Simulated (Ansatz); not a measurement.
Working through a test of the smearing width of NbC, space group Fm-3m

With Ansatz 0.2.0, Python API.

Input file `nbc.xyz`:
```text
2
Lattice="0.0 2.23455 2.23455 2.23455 0.0 2.23455 2.23455 2.23455 0.0" Properties=species:S:1:pos:R:3 pbc="T T T"
Nb    0.00000000    0.00000000    0.00000000
C     2.23455000    2.23455000    2.23455000
```

At the Python prompt:
```pycon
>>> import ansatz as az
>>> from tabulate import tabulate
>>> TOLERANCE = 1e-08
>>> EXTRA_BANDS = 16
>>> FUNCTIONAL = "PBEsol"
>>> VDW = "d4"
>>> crystal = az.Crystal.from_extxyz("nbc.xyz")
>>> crystal.resolved().tree()["lattice"]
((0.0, 2.23455, 2.23455), (2.23455, 0.0, 2.23455), (2.23455, 2.23455, 0.0))
>>> calc = (
...     crystal.calculation()
...     .scf(tolerance=TOLERANCE, extra_bands=EXTRA_BANDS)
...     .pseudopotentials("paw")
...     .functional(FUNCTIONAL, dispersion=VDW)
...     .basis(28 * az.Ry)
...     .kpoints(11)
... )
>>> rows = []
>>> for value in [0.5, 0.3, 0.2, 0.1]:
...     report = calc.occupations("cold", width=value).run(threads=1, backend="cpu").report
...     rows.append((value, report["free_energy_ev"] / len(report["lattice"]["sites"]), report["n_iterations"], report["n_kpoints"]))
...
DeckWarning: basis.ecutwfc = 380.959407443832 eV is below the records' recommended 420 eV, and the density's cutoff is lower with it unless basis.ecutrho_ratio is high enough to keep the records' density cutoff: compare with a run at a higher cutoff
>>> print(tabulate(rows, headers=["width (eV)", "F/atom (eV)", "iterations", "k-points"], floatfmt=".4f", tablefmt="simple"))
  width (eV)    F/atom (eV)    iterations    k-points
------------  -------------  ------------  ----------
      0.5000     -2371.8810             6          56
      0.3000     -2371.8807             6          56
      0.2000     -2371.8801             6          56
      0.1000     -2371.8799             6          56
>>> for row in rows[:-1]:
...     shift = 1000 * (row[1] - rows[-1][1])
...     print(f"{row[0]}: {shift:+.2f} meV/atom" + ("  (within 1 meV)" if abs(shift) < 1 else ""))
...
0.5: -1.14 meV/atom
0.3: -0.86 meV/atom  (within 1 meV)
0.2: -0.21 meV/atom  (within 1 meV)
```

Going from 0.1 to 0.5 eV changes F by -1.1 meV an atom. This scheme is built to cancel the term in the square of the width, so the shifts stay small and are partly the mesh's error.

Notes:
- The cutoff lies under the one recommended for these potentials.
- Spin is left out of this run.
- Dispersion corrections can be off by several per cent in the lattices of metals, and by several GPa in the pressure at a fixed cell.
- The mesh is modest for a metal, so energies can be off by several to tens of meV an atom and pressures by half a GPa or more; differences at equal mesh fare better.
- The narrowest width needs the finest mesh, so the last row is no converged reference.
- The structure is a deposited one; some such entries were measured under pressure or heat, so a shift against it needn't be the functional's error alone.
- Warnings are shown shortened and without file and line.
- It ran for 4.7 s on 1 thread of Arm Neoverse V2, on a shared host, peak memory 0.34 GiB.
